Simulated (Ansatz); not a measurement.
**AlNi3: further runs on the relaxed cell**

An exercise on one series of results from a longer session: the logs are not shown, and one member is left open.

Computed with Ansatz 0.2.0 (DFT PBE, scalar-relativistic, plane waves, PAW, unless a step's input says otherwise).

1 further run of the same task is left out (set aside as unsound or not needed).

## Starting point

It takes space group Pm-3m (No. 221, cubic). Conventional cell: a = 3.567 Å, b = 3.567 Å, c = 3.567 Å, α = 90.00°, β = 90.00°, γ = 90.00°. Al (site symmetry m-3m) is surrounded by 12 Ni at 2.52 Å. Ni (site symmetry 4/mmm) has 4 Al at 2.52 Å and 8 Ni at 2.52 Å as nearest neighbours.

Structure file:

```cif
data_structure
_symmetry_space_group_name_H-M 'Pm-3m'
_symmetry_Int_Tables_number 221
_cell_length_a 3.5667
_cell_length_b 3.5667
_cell_length_c 3.5667
_cell_angle_alpha 90.000
_cell_angle_beta 90.000
_cell_angle_gamma 90.000
_cell_volume 45.37
loop_
_atom_site_label
_atom_site_type_symbol
_atom_site_symmetry_multiplicity
_atom_site_Wyckoff_symbol
_atom_site_fract_x
_atom_site_fract_y
_atom_site_fract_z
_atom_site_occupancy
Al1 Al 1 a 0.00000 0.00000 0.00000 1
Ni1 Ni 3 c 0.00000 0.50000 0.50000 1
```

It goes back to an entry of the Materials Project, which need not be the stable form.

This cell was relaxed beforehand with the same method: volume 11.34 Å³/atom, gap on the mesh none (metal), site moments up to 0.3 μB.

Set-up of the first run:

Contents of input.yaml:

```yaml
crystal:
  lattice:
    - [3.5666788828, 0.0, 0.0]
    - [0.0, 3.5666788828, 0.0]
    - [0.0, 0.0, 3.5666788828]
  atoms:
    - { symbol: Al, position: [0.0, 0.0, 0.0] }
    - { symbol: Ni, position: [0.0, 0.5, 0.5], spin: 0.3 }
    - { symbol: Ni, position: [0.5, 0.0, 0.5], spin: 0.3 }
    - { symbol: Ni, position: [0.5, 0.5, 0.0], spin: 0.3 }
basis:
  ecutwfc: 420
kpoints:
  mp_grid: { grid: [12, 12, 12] }
  band_path:
    path:
      - [[0.0, 0.0, 0.0], [0.0, 0.5, 0.0], [0.5, 0.5, 0.0], [0.0, 0.0, 0.0], [0.5, 0.5, 0.5], [0.0, 0.5, 0.0]]
      - [[0.5, 0.5, 0.5], [0.5, 0.5, 0.0]]
    npoints: 14
hamiltonian:
  xc: pbe
scf:
  occupations: { method: gaussian, width: 0.1 }
  n_extra_bands: 10
output:
  forces: true
  stress: true
  eigenvalues: true
  populations: true
  dos: { projected: true, de: 0.02, nscf_kmesh: { grid: [18, 18, 18] } }
  bader: true
magnetization:
  spin_polarized: true
checkpoint:
  read: start.run
  write: ck
  compress: false
  write_wavefunctions: false
  write_every: 100000
```

The run is started by

```bash
ansatz run input.yaml --threads 1 --pin off --max-ram 2560MiB --backend cpu --events-out ev --progress --plain --runs-dir out
```

Among the steps run: Static run: bands, density of states and charges; The cell scaled to 0.97 of its volume; Volume × 1.03; The cell scaled to 0.94 of its volume; Point at V/V0 = 1.06.

One table of the session follows, with a row left open; its other results are not shown here.

It belongs to the step «Equation of state». 

```
volume (Å³/atom)  energy above the lowest point (meV/atom)  pressure (GPa)  largest moment (μB)
          10.663                                      26.0           12.98                 0.26
          11.003                                         ?               ?                    ?
          11.343                                       0.0            0.00                 0.28
          11.683                                       5.5           -5.02                 0.28
          12.024                                      20.9           -9.27                 0.29
```

Estimate the missing values for volume (Å³/atom) = 11.003.

Worked estimate for «energy above the lowest point (meV/atom)». A straight line through the neighbours (10.663, 26.0) and (11.343, 0.0) gives 26.0 + (0.0 − 26.0) × (11.003 − 10.663) / (11.343 − 10.663) = 13.0; a parabola fitted to 3 rows on both sides gives 6.8.

The run gave: energy above the lowest point (meV/atom): 6.1; pressure (GPa): 5.95; largest moment (μB): 0.27. In «energy above the lowest point (meV/atom)» the line misses by +6.9 and the parabola by +0.7.
